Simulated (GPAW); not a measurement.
## TiO: band structure with PBEsol+U

Crystal: TiO.

```
CELL_PARAMETERS angstrom
4.08667 0.00000 0.00000
0.00000 4.08667 0.00000
0.00000 0.00000 4.08667
ATOMIC_POSITIONS crystal
Ti 0.50000 0.00000 0.50000
Ti 0.00000 0.50000 0.50000
Ti 0.50000 0.50000 0.00000
O 0.00000 0.00000 0.50000
O 0.50000 0.00000 0.00000
O 0.00000 0.50000 0.00000
```

The cell comes from a database or a generator and needn't be the stable form of this composition.

```json
{
  "Program": "GPAW 26.7.0",
  "Task": "band structure",
  "Functional": "PBEsol",
  "Potentials or basis": "PAW data sets generated in the run's folder for this functional",
  "Cutoff": "800 eV",
  "Basis": "pw",
  "k mesh": "7 × 7 × 7",
  "Occupations": "fermi-dirac, width 0.05 eV",
  "Spin": "no spin polarisation",
  "Hubbard terms": "Ti d U = 6 eV",
  "Maxiter": "150",
  "Band path": "GXMGRX,MR",
  "Band points": "60"
}
```

```
Pressure                : 2.3 GPa
Band gap along the path : none (metal or under the smearing width)
```

Levels at the corners of the path, in eV from the Fermi level:
```csv
point,band 26,band 27,band 28,band 29,band 30,band 31
Γ,-1.45,-1.45,-1.45,2.40,2.40,2.40
X,-1.14,0.31,0.31,1.43,1.82,1.82
M,-0.93,0.03,0.03,1.99,2.02,2.02
Γ,-1.45,-1.45,-1.45,2.40,2.40,2.40
R,-0.58,-0.58,-0.38,2.79,2.79,2.79
X,-1.14,0.31,0.31,1.43,1.82,1.82
M,-0.93,0.03,0.03,1.99,2.02,2.02
R,-0.58,-0.58,-0.38,2.79,2.79,2.79
```

It took 3.6 min on 1 thread of AMD EPYC 7R43 64-Core Processor (Zen 3), with other jobs on the host, peak memory 0.58 GiB.

Caveat: U without spin polarisation on a metal has little footing.
